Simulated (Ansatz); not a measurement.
## MgH₂, space group Pa-3: a conversion between chain and input file, step by step

With the Python package of Ansatz (0.2.0).

Typed at the interpreter:
```pycon
>>> import ansatz as az
>>> system = (
...     az.Lattice.of((4.789234, 0.0, 0.0), (0.0, 4.789234, 0.0), (0.0, 0.0, 4.789234))
...     .atom("Mg", (0.5, 0.5, 0.0))
...     .atom("Mg", (0.5, 0.0, 0.5))
...     .atom("Mg", (0.0, 0.5, 0.5))
...     .atom("Mg", (0.0, 0.0, 0.0))
...     .atom("H", (0.156061, 0.843939, 0.343939))
...     .atom("H", (0.843939, 0.343939, 0.156061))
...     .atom("H", (0.343939, 0.156061, 0.843939))
...     .atom("H", (0.656061, 0.656061, 0.656061))
...     .atom("H", (0.843939, 0.156061, 0.656061))
...     .atom("H", (0.156061, 0.656061, 0.843939))
...     .atom("H", (0.656061, 0.843939, 0.156061))
...     .atom("H", (0.343939, 0.343939, 0.343939))
... )
>>> len(system.resolved().sites)
12
>>> setup = (
...     system.calculation()
...     .functional("r2scan")
...     .pseudopotentials("paw")
...     .kpoints(spacing=0.36)
...     .occupations("Fixed")
...     .scf(tolerance=1e-07)
...     .relax(cell=True, pressure=1)
... )
>>> text = setup.to_yaml()
>>> print(text)
crystal:
  lattice:
    - [4.789234, 0.0, 0.0]
    - [0.0, 4.789234, 0.0]
    - [0.0, 0.0, 4.789234]
  atoms:
    - { symbol: Mg, position: [0.5, 0.5, 0.0] }
    - { symbol: Mg, position: [0.5, 0.0, 0.5] }
    - { symbol: Mg, position: [0.0, 0.5, 0.5] }
    - { symbol: Mg, position: [0.0, 0.0, 0.0] }
    - { symbol: H, position: [0.156061, 0.843939, 0.343939] }
    - { symbol: H, position: [0.843939, 0.343939, 0.156061] }
    - { symbol: H, position: [0.343939, 0.156061, 0.843939] }
    - { symbol: H, position: [0.656061, 0.656061, 0.656061] }
    - { symbol: H, position: [0.843939, 0.156061, 0.656061] }
    - { symbol: H, position: [0.156061, 0.656061, 0.843939] }
    - { symbol: H, position: [0.656061, 0.843939, 0.156061] }
    - { symbol: H, position: [0.343939, 0.343939, 0.343939] }
kpoints:
  mp_grid:
    kspacing: 0.36
hamiltonian:
  xc: r2scan
  pseudopotentials:
    kind: paw
scf:
  convergence:
    dr2_threshold: 1.0e-07
  occupations:
    method: fixed
relax:
  cell:
    p_target: 1.0
>>> print("sections:", sorted(setup.input().to_dict()))
sections: ['crystal', 'hamiltonian', 'kpoints', 'relax', 'scf']
```

The input is only written out: it wasn't run, and its settings aren't tested. The structure comes from a database and needn't be a stable phase.
